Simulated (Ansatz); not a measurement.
# CaF2 (fluorite type): the cost of one run

Computed with Ansatz 0.2.0 (DFT LDA, with the methods named in each step, unless a step's input says otherwise).

## 1. The structure to begin with

The structure is cubic, space group Fm-3m (No. 225). The conventional cell has a = 5.325 Å, b = 5.325 Å, c = 5.325 Å, α = 90.00°, β = 90.00°, γ = 90.00°. Around Ca (site symmetry m-3m) lie 8 F at 2.31 Å. F (site symmetry -43m) is surrounded by 4 Ca at 2.31 Å.

As a file:

```cif
data_structure
_symmetry_space_group_name_H-M 'Fm-3m'
_symmetry_Int_Tables_number 225
_cell_length_a 5.3255
_cell_length_b 5.3255
_cell_length_c 5.3255
_cell_angle_alpha 90.000
_cell_angle_beta 90.000
_cell_angle_gamma 90.000
_cell_volume 151.03
loop_
_atom_site_label
_atom_site_type_symbol
_atom_site_symmetry_multiplicity
_atom_site_Wyckoff_symbol
_atom_site_fract_x
_atom_site_fract_y
_atom_site_fract_z
_atom_site_occupancy
Ca1 Ca 4 a 0.00000 0.00000 0.00000 1
F1 F 8 c 0.25000 0.75000 0.75000 1
```

The file gives the conventional cell by its symmetry; the runs use the cell typed in the input.

Whether this phase is the stable one at these pressures isn't tested.

Atoms are numbered in the order of the input: Ca1, F2, F3.

## 2. The reference volume, LAPW

Input file input.yaml:

```yaml
crystal:
  lattice:
    - [0.0, 2.662726372, 2.662726372]
    - [2.662726372, 0.0, 2.662726372]
    - [2.662726372, 2.662726372, 0.0]
  atoms:
    - { symbol: Ca, position: [0.0, 0.0, 0.0] }
    - { symbol: F, position: [0.25, 0.25, 0.25] }
    - { symbol: F, position: [0.75, 0.75, 0.75] }
kpoints:
  mp_grid: { grid: [11, 11, 11] }
  band_path:
    path:
      - [0.0, 0.0, 0.0]
      - [0.5, 0.0, 0.5]
      - [0.625, 0.25, 0.625]
      - [0.375, 0.375, 0.75]
      - [0.0, 0.0, 0.0]
      - [0.5, 0.5, 0.5]
      - [0.5, 0.25, 0.75]
      - [0.5, 0.0, 0.5]
    npoints: 14
scf:
  occupations: { method: fermi_dirac, width: 0.05 }
hamiltonian:
  xc: lda
  pseudopotentials: { kind: all_electron, lapw: { basis_error: 0.001 } }
output:
  forces: true
  stress: true
  eigenvalues: true
  populations: true
  dos: { projected: true, de: 0.2, e_range: [-14, 8] }
```

Launch:

```
$ ansatz run input.yaml --threads 1 --pin off --max-ram 3072MiB --backend cpu --events-out ev --progress --plain --runs-dir out
```

Q: Estimate wall time and peak memory on 1 thread of Arm Neoverse V1, shared host.

About 22 s, with a peak of 0.35 GiB.
